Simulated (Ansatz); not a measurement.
CuI, space group F-43m, a displacement scan with seeded SCF runs

With Ansatz 0.2.0 through its Python package.

Run as a notebook:

In [1]:
```python
from dataclasses import dataclass
import warnings

import ansatz as az
from ase import Atoms
import numpy as np
```

In [2]:
```python
@dataclass
class RunConfig:
    functional: str = "lda"
    ecut: int = 530
    kgrid: tuple[int, ...] = (3, 3, 3)
    occupations: str = "fixed"
    scf_tol: float = 1e-05
    extra_bands: int = 2


cfg = RunConfig()
```

In [3]:
```python
warnings.simplefilter("ignore", az.DeckWarning)
```

In [4]:
```python
atoms = Atoms(
    ["Cu", "I"],
    scaled_positions=[
        (0.25, 0.25, 0.25),
        (0.0, 0.0, 0.0),
    ],
    cell=[
        (0.0, 3.0315, 3.0315),
        (3.0315, 0.0, 3.0315),
        (3.0315, 3.0315, 0.0),
    ],
    pbc=True,
)
cell = az.Crystal.from_ase(atoms)
```

In [5]:
```python
start = np.array(cell.resolved().sites[1].position)
previous, rows = None, []
for step in range(6):
    target = start + step * 0.005 * np.eye(3)[1]
    setup = (
        cell.move(1, to=target).calculation()
        .functional(cfg.functional)
        .basis(cfg.ecut)
        .accuracy("medium")
        .kpoints(*cfg.kgrid, center="gamma")
        .occupations(cfg.occupations)
        .scf(tolerance=cfg.scf_tol, extra_bands=cfg.extra_bands, lower_state_search="light")
        .forces()
    )
    session = setup.session()
    if previous is not None:
        session.seed_next_step(previous)
    previous = session.plan(retain="wavefunctions").execute()
    rep = previous.report
    shift = float(np.linalg.norm((target - start) @ np.array(rep["lattice"]["cell_ang"])))
    rows.append((step, shift, rep["lagrangian_ev"], float(np.linalg.norm(rep["forces_ev_ang"][1])), rep["n_iterations"], rep["n_symmetry_ops"]))
rows = [(row[0], row[1], 1000 * (row[2] - rows[0][2]), *row[3:]) for row in rows]
lines = [",".join(["step", "moved A", "dE meV", "force on it eV/A", "iterations", "symmetry operations"])] + [",".join(f"{v:.4f}" if isinstance(v, float) else str(v) for v in row) for row in rows]
print("\n".join(lines))
with open("walk.csv", "w") as handle:
    handle.write("\n".join(lines) + "\n")
```
```text
step,moved A,dE meV,force on it eV/A,iterations,symmetry operations
0,0.0000,0.0000,0.0000,6,24
1,0.0214,0.4547,0.0416,3,2
2,0.0429,1.8171,0.0856,5,2
3,0.0643,4.1056,0.1301,3,2
4,0.0857,7.3565,0.1791,5,2
5,0.1072,11.6098,0.2309,5,2
```

What to keep in mind:
- The settings weren't tested for convergence.
- No spin polarisation was allowed.
- Energy and stress may still move on a finer k-point mesh.
- The program warned that this SCF threshold is loose for forces or stresses.
- Of the deposited cell: the entry's cell lengths or inner coordinates differ somewhat from later room-temperature determinations.
- Without a Hubbard U or exact exchange, semilocal functionals often make such 3d compounds metallic or too weakly gapped.
- The structure is a deposited one; some such entries were measured under pressure or heat, so a shift against it needn't be the functional's error alone.
- The first step keeps the crystal's symmetry; the moved atom lowers it.
- The script silences the warnings on its input, which a real study should read.
- Timing: 14 s on 1 thread of Arm Neoverse V1, with other jobs on the host, peak memory 0.4 GiB.

(Lines on the test bed's own set-up are left out of the output.)
